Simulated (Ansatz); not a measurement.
Which YAML input does this script hand to the engine? (Ansatz 0.2.0 through its Python package)

Script `deck.py`:
```python
import json
import warnings

import ansatz
import numpy as np

warnings.simplefilter('ignore', ansatz.DeckWarning)

deck = {
    'crystal': {
        'lattice': [[4.5051, 0.0, 0.0], [0.0, 4.5051, 0.0], [0.0, 0.0, 3.1586]],
        'atoms': [
            {'symbol': 'Ir', 'position': [0.0, 0.0, 0.0]},
            {'symbol': 'Ir', 'position': [0.5, 0.5, 0.5]},
            {'symbol': 'O', 'position': [0.3077, 0.3077, 0.0]},
            {'symbol': 'O', 'position': [0.1923, 0.8077, 0.5]},
            {'symbol': 'O', 'position': [0.6923, 0.6923, 0.0]},
            {'symbol': 'O', 'position': [0.8077, 0.1923, 0.5]},
        ],
    },
    'kpoints': {'mp_grid': {'grid': [5, 5, 7]}},
    'hamiltonian': {'xc': 'pbesol'},
    'scf': {'occupations': {'method': 'cold', 'width': 0.15}},
    'basis': {'ecutwfc': '470 eV'},
    'output': {'forces': True, 'stress': True, 'eigenvalues': True},
}

result = ansatz.Session.from_dict(deck).plan(threads=1).execute()
data = result.report

for key in ('converged', 'n_iterations', 'n_electrons', 'n_kpoints', 'n_pw', 'n_symmetry_ops', 'free_energy_ev', 'fermi_energy_ev'):
    print(f'{key:18s} {data[key]}')

fermi = data['fermi_energy_ev']
print('levels less the Fermi level (eV) at the first k-points')
for k, levels in list(zip(data['kpoints_frac'], data['eigenvalues_ev']))[:6]:
    print('k = ({:.3f}, {:.3f}, {:.3f})'.format(*k))
    print('   ', ' '.join(f'{e - fermi:.3f}' for e in levels))

sigma = data['stress_gpa']
voigt = [sigma[0][0], sigma[1][1], sigma[2][2], sigma[1][2], sigma[0][2], sigma[0][1]]
print('stress xx yy zz yz xz xy (GPa, compression positive):', ' '.join(f'{s:.3f}' for s in voigt))
print('P =', round(10 * float(np.mean(voigt[:3])), 2), 'kbar')

keep = ['free_energy_ev', 'energy_sigma0_ev', 'fermi_energy_ev', 'n_iterations', 'converged', 'magnetization_mub', 'n_kpoints']
with open('iro2.json', 'w') as handle:
    json.dump({key: data[key] for key in keep}, handle, indent=1)

print('doubts on the final state:', data['published_state_doubts'] or 'none')
print('warnings:', sorted({n['data']['kind'] for n in result.notices if n['data'].get('severity') in ('warning', 'doubt')}) or 'none')
```

```console
$ python deck.py
converged          True
n_iterations       8
n_electrons        58.0
n_kpoints          24
n_pw               1491
n_symmetry_ops     16
free_energy_ev     -25836.512353200218
fermi_energy_ev    14.358226945335177
levels less the Fermi level (eV) at the first k-points
k = (0.000, 0.000, 0.000)
    -93.445 -93.443 -50.414 -50.414 -50.288 -50.271 -50.154 -50.154 -21.226 -19.992 -18.892 -18.892 -9.966 -9.707 -8.065 -8.065 -8.008 -5.247 -5.004 -5.004 -3.677 -3.010 -3.010 -2.669 -2.460 -2.460 -2.411 -2.350 -2.285 0.728 1.226 4.034 4.100 4.100 5.698
k = (0.000, 0.000, 0.143)
    -93.444 -93.443 -50.412 -50.412 -50.308 -50.293 -50.151 -50.151 -21.031 -19.887 -19.003 -19.003 -9.684 -9.505 -7.933 -7.933 -7.796 -5.981 -4.814 -4.814 -4.720 -3.957 -3.957 -2.755 -2.236 -2.098 -2.033 -1.511 -1.511 1.017 1.191 3.591 3.591 4.569 5.332
k = (0.000, 0.000, 0.286)
    -93.443 -93.442 -50.409 -50.409 -50.353 -50.343 -50.145 -50.145 -20.534 -19.686 -19.242 -19.242 -9.019 -8.939 -7.584 -7.584 -7.182 -7.177 -6.086 -5.033 -5.033 -4.357 -4.357 -3.745 -2.025 -1.794 -1.615 -0.513 -0.513 0.450 2.043 2.793 2.793 3.891 6.439
k = (0.000, 0.000, 0.429)
    -93.441 -93.441 -50.406 -50.406 -50.387 -50.384 -50.140 -50.140 -19.979 -19.658 -19.423 -19.423 -8.575 -8.324 -7.694 -7.183 -7.183 -7.061 -6.206 -5.730 -5.730 -4.997 -4.099 -4.099 -2.012 -1.746 -1.120 -0.322 0.128 0.128 2.320 2.320 2.563 2.959 8.262
k = (0.000, 0.200, 0.000)
    -93.444 -93.443 -50.414 -50.414 -50.286 -50.273 -50.154 -50.154 -21.067 -19.975 -19.095 -18.988 -9.569 -9.403 -8.032 -8.016 -7.733 -5.611 -5.510 -5.376 -4.290 -4.046 -3.371 -2.536 -2.274 -2.111 -1.881 -1.873 -1.750 0.888 1.401 3.870 3.924 4.708 5.338
k = (0.000, 0.200, 0.143)
    -93.444 -93.443 -50.412 -50.412 -50.306 -50.295 -50.152 -50.152 -20.880 -19.857 -19.195 -19.088 -9.335 -9.212 -7.955 -7.923 -7.431 -6.176 -5.582 -5.263 -5.107 -4.100 -3.897 -2.713 -2.343 -1.685 -1.628 -1.600 -1.179 0.720 1.741 3.203 3.409 5.050 5.367
stress xx yy zz yz xz xy (GPa, compression positive): -4.311 -4.311 -4.962 0.000 0.000 0.000
P = -45.28 kbar
doubts on the final state: none
warnings: none
```

`input.yaml`:
```yaml
crystal:
  lattice:
    - [4.5051, 0.0, 0.0]
    - [0.0, 4.5051, 0.0]
    - [0.0, 0.0, 3.1586]
  atoms:
    - { symbol: Ir, position: [0.0, 0.0, 0.0] }
    - { symbol: Ir, position: [0.5, 0.5, 0.5] }
    - { symbol: O, position: [0.3077, 0.3077, 0.0] }
    - { symbol: O, position: [0.1923, 0.8077, 0.5] }
    - { symbol: O, position: [0.6923, 0.6923, 0.0] }
    - { symbol: O, position: [0.8077, 0.1923, 0.5] }
kpoints:
  mp_grid: { grid: [5, 5, 7] }
hamiltonian:
  xc: pbesol
scf:
  occupations: { method: cold, width: 0.15 }
basis:
  ecutwfc: "470 eV"
output:
  forces: true
  stress: true
  eigenvalues: true
```

Launched from the shell:
```console
$ ansatz run input.yaml --threads 1 --pin off --max-ram 3072MiB --backend cpu --events-out ev --progress --plain --runs-dir out
Engine: ansatz 0.2.0, aarch64-unknown-linux-gnu
Pseudopotentials: kind: paw
Pseudopotential: Ir, paw, valence charge 17, recommended cutoff 420 eV (normal), Ir.paw.azcp
Pseudopotential: O, paw, valence charge 6, recommended cutoff 420 eV (normal), O.paw.azcp
Functional definition: PBEsol
  exchange = pbesol_x
  correlation = pbesol_c
Crystal: 6 atoms, lattice volume = 64.107 Å³
Basis set: ecut = 470 eV, 1491 PW (Γ), exchange–correlation on 64×64×48 points (8 copies of the dense FFT grid, shifted against one another)
Bands: 35, of which v1, the nominal top of the filled ones, is band 29 counted from 1 (28 counted from 0)
Symmetry: 16 space group operations
Space group: P42/mnm (ITA 136), of the structure as read, at distance tolerance 4.0e-5 Å
k-points: 24 of 175
Non-local potential: Ir, projectors of the file, l = 0: 3, l = 1: 2, l = 2: 2, l = 3: 1
Non-local potential: O, projectors of the file, l = 0: 2, l = 1: 2, l = 2: 1
PAW form: soft (Blöchl's): semilocal exchange-correlation on the pseudo side does not see the compensation charge
PAW frozen core: Ir, regenerated for the run's functional, and the local potential with it (the file was generated under x = pbe(κ = 0.804, μ = 0.2195149727645171), c = pbe(β = 0.06672455060314922))
PAW frozen core: O, regenerated for the run's functional, and the local potential with it (the file was generated under x = pbe(κ = 0.804, μ = 0.2195149727645171), c = pbe(β = 0.06672455060314922))
PAW one-centre angular grid: Ir, 590 points (default); XC on 64 Gauss nodes
PAW one-centre angular grid: O, 110 points (default); XC on 64 Gauss nodes
Initial density: superposition of atomic densities (neutral atoms: chi_scale 0, normalization atom), corrected by the library's trained network
Initial wavefunctions: pseudopotential atomic-orbital guess
Functional: x = pbesol(κ = 0.804, μ = 0.12345679012345678), c = pbesol(β = 0.046)
SCF iter   1: F=—  HF=-25836.553371 eV  |F-HF|=—  |Δ(HF+E_count)|=         —  Δρ=1.89e-2  dr2=1.81e-1  ethr=1.77e-3  ⟨swp⟩=5.2  Hψ=3130  notcnv=0
preconditioner: auto → LDOS  [metal: Δε(μ)=0.028 eV  Ē_g=10.978 eV  σ=0.150 eV  W_gap=0.13  n_scr=18 (ndim 8)  ℏωp=30.1 eV  f_vac=0.033  D(μ)=4.18/eV (n_scr^D=46)  β→1.0]
SCF iter   2: F=—  HF=-25836.519272 eV  |F-HF|=—  |Δ(HF+E_count)|=   3.41e-2  S|Δr|=    0.00e0  Δρ=1.05e-2  dr2=2.35e-2  ethr=3.11e-4  ⟨swp⟩=2.0  Hψ=1622  notcnv=0  defer=28
SCF iter   3: F=—  HF=-25836.515091 eV  |F-HF|=—  |Δ(HF+E_count)|=   4.18e-3  S|Δr|=    0.00e0  Δρ=4.79e-3  dr2=1.25e-2  ethr=4.05e-5  ⟨swp⟩=2.0  Hψ=1314  notcnv=0  defer=28
SCF iter   4: F=—  HF=-25836.513122 eV  |F-HF|=—  |Δ(HF+E_count)|=   1.97e-3  S|Δr|=    0.00e0  Δρ=2.20e-3  dr2=2.44e-3  ethr=2.16e-5  ⟨swp⟩=1.8  Hψ=1117  notcnv=0  defer=28
SCF iter   5: F=—  HF=-25836.512526 eV  |F-HF|=—  |Δ(HF+E_count)|=   5.95e-4  S|Δr|=    0.00e0  Δρ=4.44e-4  dr2=1.14e-4  ethr=4.20e-6  ⟨swp⟩=2.5  Hψ=1301  notcnv=0  defer=28
SCF iter   6: F=—  HF=-25836.512497 eV  |F-HF|=—  |Δ(HF+E_count)|=   2.95e-5  S|Δr|=    0.00e0  Δρ=7.07e-5  dr2=2.70e-6  ethr=1.97e-7  ⟨swp⟩=2.5  Hψ=1184  notcnv=0  defer=28
SCF iter   7: F=—  HF=-25836.512353 eV  |F-HF|=—  |Δ(HF+E_count)|=   1.44e-4  S|Δr|=    0.00e0  Δρ=1.13e-5  dr2=7.05e-8  ethr=1.72e-10  ⟨swp⟩=7.4  Hψ=3991  notcnv=0
SCF iter   8: F=-25836.512353 eV  HF=-25836.512353 eV  |F-HF|=3.93e-10  |Δ(HF+E_count)|=   8.89e-9  S|Δr|=    0.00e0  Δρ=1.47e-6  dr2=6.89e-10  ethr=1.22e-10  ⟨swp⟩=2.0  Hψ=2873  notcnv=0
SCF 1 converged in 8 iterations: F = -25836.512353 eV  dr2 = 6.89e-10
  greatest PAW one-centre occupation: 1.000 electrons in one spin orbital (limit 2), on the Ir atom at site 1 (counted from 0), in its partial waves of l = 0
SCF converged after 8 iterations
Stability not checked: this state was not tested for a lower state beside it, because cold or Methfessel-Paxton smearing, or corrected tetrahedra, fill the levels in a way that the test cannot read (fill_not_monotonic; see scf.lower_state_search)
Free energy (F): -25836.512353 eV
Harris-Foulkes:  -25836.512353 eV  (|F-HF|=3.93e-10)
Internal energy: -25836.498297 eV  (E = F + TS)
E sigma→0 (E₀):  -25836.507668 eV
Entropy (-TS):   -0.014057 eV (-2.343 meV/atom)
Fermi energy:    14.358227 eV
--- Per-component energies (eV) ---
  E_band       = -467.737495
  E_kinetic    = 1936.749126
  E_local      = -4460.660722  (includes V_loc(G=0)·N_el)
  E_nonlocal   = 346.928365
  E_hartree    = 1641.905385
  E_xc         = -817.554641
  E_vxc        = -964.440179  (∫ρ·V_xc dr)
  E_paw        = -18786.013407  (= ΣΔE_a)
  E_vpaw       = -610.131509  (= ΣTr[D̂ρ^β])
  E_aug_tail   = 0.006839  (compensation charges beyond the density's cutoff)
  E_ewald      = -5698.530962
  E_core_change = 0.671721  (= ΣΔE_core)
  E_smearing   = -0.014057  (= −TS)
  E_closure    = 0.000000  (closes the sum)
  Σ components = -25836.512353   (vs F -25836.512353, Δ=0.00e0)
--- Forces (eV/Å), atoms counted from 1 ---
  atom   1  Ir     0.00000000    -0.00000000     0.00000000
  atom   2  Ir     0.00000000     0.00000000     0.00000000
  atom   3  O      0.10599744     0.10599744     0.00000000
  atom   4  O     -0.10599744     0.10599744     0.00000000
  atom   5  O     -0.10599744    -0.10599744     0.00000000
  atom   6  O      0.10599744    -0.10599744     0.00000000
  max |Σ_I F_I| component: 1.39e-17 eV/Å
--- Stress (GPa, compression-positive) ---
       -4.311295       0.000000       0.000000
        0.000000      -4.311295       0.000000
        0.000000       0.000000      -4.962474
  P = ⅓ Tr σ = -4.5284 GPa (-45.284 kbar)
--- Band table (eV; the first three rows and the last of 24) ---
  k-point 0: bands = ["-79.0863", "-79.0848", "-36.0560", "-36.0560", "-35.9294", "-35.9132", "-35.7955", "-35.7955", "-6.8681", "-5.6337", "-4.5341", "-4.5341", "4.3918", "4.6511", "6.2933", "6.2933", "6.3506", "9.1116", "9.3546", "9.3546", "10.6813", "11.3485", "11.3485", "11.6897", "11.8978", "11.8978", "11.9472", "12.0084", "12.0734", "15.0866", "15.5846", "18.3925", "18.4587", "18.4587", "20.0561"]
  k-point 1: bands = ["-79.0857", "-79.0843", "-36.0543", "-36.0543", "-35.9496", "-35.9352", "-35.7927", "-35.7927", "-6.6726", "-5.5283", "-4.6449", "-4.6449", "4.6737", "4.8528", "6.4256", "6.4256", "6.5625", "8.3768", "9.5444", "9.5444", "9.6381", "10.4008", "10.4008", "11.6027", "12.1218", "12.2600", "12.3251", "12.8469", "12.8469", "15.3754", "15.5488", "17.9490", "17.9490", "18.9275", "19.6905"]
  k-point 2: bands = ["-79.0844", "-79.0834", "-36.0505", "-36.0505", "-35.9945", "-35.9847", "-35.7865", "-35.7865", "-6.1753", "-5.3278", "-4.8834", "-4.8834", "5.3390", "5.4190", "6.7743", "6.7743", "7.1764", "7.1815", "8.2720", "9.3255", "9.3255", "10.0017", "10.0017", "10.6134", "12.3333", "12.5643", "12.7433", "13.8455", "13.8455", "14.8086", "16.4015", "17.1516", "17.1516", "18.2496", "20.7967"]
  k-point 23: bands = ["-79.0829", "-79.0829", "-36.0517", "-36.0479", "-36.0272", "-36.0233", "-35.7819", "-35.7818", "-5.4268", "-5.3329", "-5.1664", "-5.0761", "5.8050", "5.9421", "6.2695", "6.3945", "6.8768", "7.3834", "8.6032", "8.6230", "9.7246", "9.9205", "10.7258", "11.0546", "12.5199", "12.5475", "12.6061", "13.2306", "13.7215", "14.3205", "16.0768", "16.6340", "17.5904", "18.1382", "23.2923"]
```

Absolute energies stand on the zero of these potentials, so only differences at equal settings mean something. A total without «per atom» is that of the cell as typed. Spin is left out of this run. The computed bands are complete only to about 5.3 eV above the Fermi level. For a metal this k-point mesh is coarse: on a finer one energies can move by several to tens of meV an atom and pressures by half a GPa or more, differences at one mesh by less. Only differences from the Fermi energy are physical; the zero of the scale is a convention. The starting cell is as deposited in a crystallographic database; the results hold for this polymorph, which needn't be the stable one. Levels are Kohn-Sham eigenvalues on this mesh, without spin-orbit coupling. Timing: 3.5 s on 1 thread of Arm Neoverse V2, with other jobs on the host, peak memory 0.41 GiB.

(Lines on the test bed's own set-up are left out of the output.)
